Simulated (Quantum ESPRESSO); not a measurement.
The system is CdSe.

```xyz
2
Lattice="0.0000 3.0703 3.0703 3.0703 0.0000 3.0703 3.0703 3.0703 0.0000" Properties=species:S:1:pos:R:3 pbc="T T T"
Cd    0.0000    0.0000    0.0000
Se    1.5351    1.5351    1.5351
```

Measurements of this composition are mostly on another form, of space group No. 186.

| Property | Result |
| --- | --- |
| Program | Quantum ESPRESSO 7.5 |
| Task | single point |
| Functional | PBE |
| Potentials or basis | SSSP 1.3 efficiency PBE |
| Cutoff | 816 eV |
| Density cutoff | 6531 eV |
| k mesh | 8 × 8 × 8 |
| Occupations | fermi-dirac, width 0.05 eV |
| Spin | no spin polarisation |

On this cell: pressure 1.3 GPa; largest force zero by symmetry; band gap on the k mesh 0.53 eV, direct.

The same run follows on a disturbed copy (atoms moved at random, drawn with an rms of 0.05 Å):

```xyz
2
Lattice="0.0000 3.0703 3.0703 3.0703 0.0000 3.0703 3.0703 3.0703 0.0000" Properties=species:S:1:pos:R:3 pbc="T T T"
Cd    0.0429   -0.0129    0.0083
Se    1.4944    1.5438    1.5878
```

**Question.** What changes?

**Answer.** The energy moves by +11.4 meV/atom; pressure 1.5 GPa; largest force 0.491 eV/Å; band gap on the k mesh 0.50 eV, direct.

Forces on the atoms (eV/Å):
```
Cd  -0.398  0.163  0.237
Se   0.398 -0.163 -0.237
```

Stress tensor (GPa, compression positive):
```
 1.40 -0.83 -0.54
-0.83  1.54  1.44
-0.54  1.44  1.51
```

